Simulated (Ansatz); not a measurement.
KCl in the CsCl-type structure, relaxed with r2SCAN in the plane-wave code Ansatz. The symmetry is Pm-3m (No. 221, cubic); conventional cell a = 3.771 Å, 26.82 Å³ an atom. K has 8 Cl at 3.27 Å; Cl has 8 K at 3.27 Å.

The axes x, y and z are those of this cell:
```
K Cl
1.0
     3.77117    0.00000    0.00000
     0.00000    3.77117    0.00000
     0.00000    0.00000    3.77117
K Cl
1 1
Direct
  0.00000 0.00000 0.00000
  0.50000 0.50000 0.50000
```

Unstrained: With PBE the valence top lies at M and the conduction bottom at Γ, 5.030 eV higher; the smallest vertical gap, at Γ, is 5.243 eV. The r2SCAN gap is indirect, 5.801 eV (M to Γ), below the direct gap of 6.016 eV at Γ. The HSE06 gap is indirect, 6.365 eV (M to Γ), below the direct gap of 6.595 eV at Γ. Meshes: PBE 8×8×8, r2SCAN 8×8×8, HSE06 6×6×6. Strains are changes of length per length, and xy shears are angles. After each strain the atoms were relaxed again with r2SCAN within the symmetry that the strain leaves, so tilts or polar shifts that break it weren't tested; points keep the names that they have in the unstrained zone. Simulation only: spin-unpolarised, and no claim that this is the phase found in nature.

Problem. Estimate what biaxial -2.86 % in x and y, z held does to the gap.

Solution. PBE: the gap goes from 5.030 to 5.239 eV (+0.209 eV). r2SCAN: the gap goes from 5.801 to 6.025 eV (+0.224 eV). HSE06: the gap goes from 6.365 to 6.591 eV (+0.226 eV). The r2SCAN energy rises by 9.0 meV an atom.

Problem. Apply xy shear, engineering strain (angle) +1.48 %. How far does the gap move, against the unstrained cell?

Solution. PBE: the gap goes from 5.030 to 5.031 eV (+0.001 eV). r2SCAN: the gap goes from 5.801 to 5.802 eV (+0.001 eV). HSE06: the gap goes from 6.365 to 6.366 eV (+0.001 eV). The r2SCAN energy rises by 0.1 meV an atom.

Problem. Estimate what uniaxial -0.34 % along x, other directions held does to the gap.

Solution. PBE: the gap goes from 5.030 to 5.035 eV (+0.005 eV). r2SCAN: the gap goes from 5.801 to 5.807 eV (+0.006 eV). HSE06: the gap goes from 6.365 to 6.371 eV (+0.006 eV). The r2SCAN energy rises by 0.0 meV an atom.

The meshes of the hybrids are coarse, so their gaps aren't converged to the digits shown.
